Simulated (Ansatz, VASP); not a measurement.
This is a calculation of Os for VASP 6.6.1.

File INCAR:

```
SYSTEM = Os
PREC     = Accurate       ! precision mode
ENCUT    = 500            ! plane-wave cutoff, eV
EDIFF    = 1E-6           ! SCF threshold, eV
ISMEAR   = -1             ! smearing method
SIGMA    = 0.05           ! smearing width, eV
LREAL    = .False.        ! projectors in reciprocal space
LASPH    = .True.         ! aspherical terms in the spheres
NELM     = 100            ! most SCF steps
ALGO     = Normal         ! electronic algorithm
ISIF     = 2              ! what is computed and relaxed
LWAVE    = .False.        ! write WAVECAR
LCHARG   = .False.        ! write CHGCAR
LMAXMIX  = 4              ! l up to which the mixer works
GGA      = PE             ! functional
NBANDS   = 15             ! bands
```

Contents of KPOINTS:

```
Automatic mesh
0
Gamma
  11 11 6
  0 0 0
```

POSCAR

```
Os
1.0
    2.7341000000      0.0000000000      0.0000000000
   -1.3670500000      2.3678000565      0.0000000000
    0.0000000000      0.0000000000      4.3197000000
Os
2
Direct
    0.6666666667      0.3333333333      0.7500000000
    0.3333333333      0.6666666667      0.2500000000
```

The input KPOINTS_OPT:

```
path GMKGALHA,LM,KH
15
line-mode
reciprocal
 0.0000000000  0.0000000000  0.0000000000  G
 0.5000000000  0.0000000000  0.0000000000  M

 0.5000000000  0.0000000000  0.0000000000  M
 0.3333333333  0.3333333333  0.0000000000  K

 0.3333333333  0.3333333333  0.0000000000  K
 0.0000000000  0.0000000000  0.0000000000  G

 0.0000000000  0.0000000000  0.0000000000  G
 0.0000000000  0.0000000000  0.5000000000  A

 0.0000000000  0.0000000000  0.5000000000  A
 0.5000000000  0.0000000000  0.5000000000  L

 0.5000000000  0.0000000000  0.5000000000  L
 0.3333333333  0.3333333333  0.5000000000  H

 0.3333333333  0.3333333333  0.5000000000  H
 0.0000000000  0.0000000000  0.5000000000  A

 0.5000000000  0.0000000000  0.5000000000  L
 0.5000000000  0.0000000000  0.0000000000  M

 0.3333333333  0.3333333333  0.0000000000  K
 0.3333333333  0.3333333333  0.5000000000  H
```

Potentials or basis: VASP PAW PBE potentials, release 54 (Os).

Launch:

```bash
$ cat potpaw_PBE.54/Os/POTCAR > POTCAR
$ mpirun -np 1 vasp_std > vasp.out
```

Task: Set up the same calculation for Ansatz 0.2.0. Potentials there: Ansatz PAW.

Result: As run (the cutoff follows the program's own potentials):

The input input.yaml:

```yaml
crystal:
  lattice:
    - [2.7341, 0.0, 0.0]
    - [-1.36705, 2.3678000565, 0.0]
    - [0.0, 0.0, 4.3197]
  atoms:
    - { symbol: Os, position: [0.6666666667, 0.3333333333, 0.75] }
    - { symbol: Os, position: [0.3333333333, 0.6666666667, 0.25] }
hamiltonian:
  xc: pbe
  pseudopotentials: { kind: paw }
kpoints:
  mp_grid: { grid: [11, 11, 6] }
  band_path:
    path:
      - [[0.0, 0.0, 0.0], [0.5, 0.0, 0.0], [0.3333333333, 0.3333333333, 0.0], [0.0, 0.0, 0.0], [0.0, 0.0, 0.5], [0.5, 0.0, 0.5], [0.3333333333, 0.3333333333, 0.5], [0.0, 0.0, 0.5]]
      - [[0.5, 0.0, 0.5], [0.5, 0.0, 0.0]]
      - [[0.3333333333, 0.3333333333, 0.0], [0.3333333333, 0.3333333333, 0.5]]
    npoints: 14
scf:
  occupations: { method: fermi_dirac, width: 0.05 }
  n_extra_bands: 6
output:
  forces: true
  stress: true
  eigenvalues: true
  fatbands: false
```

Potentials or basis: Ansatz PAW.

Launch:

```sh
$ ansatz run input.yaml --threads 2 --pin off --max-ram 5632MiB --backend cpu --events-out ev --progress --plain --runs-dir out
```

Both were run:

|  | VASP | Ansatz | Ansatz less VASP |
| --- | --- | --- | --- |
| gap on the k mesh at the Fermi level (eV) | none | none | - |
| pressure (GPa) | 8.9 | 8.8 | -0.03 |
| largest component of the traceless stress (GPa) | 0.18 | 0.29 | +0.111 |

A gap of «none» marks a metal or a gap that the smearing closes. The two sets of potentials don't hold the same shells in valence.

Caveats: spin-orbit coupling is left out, which moves the levels of the heavy elements.
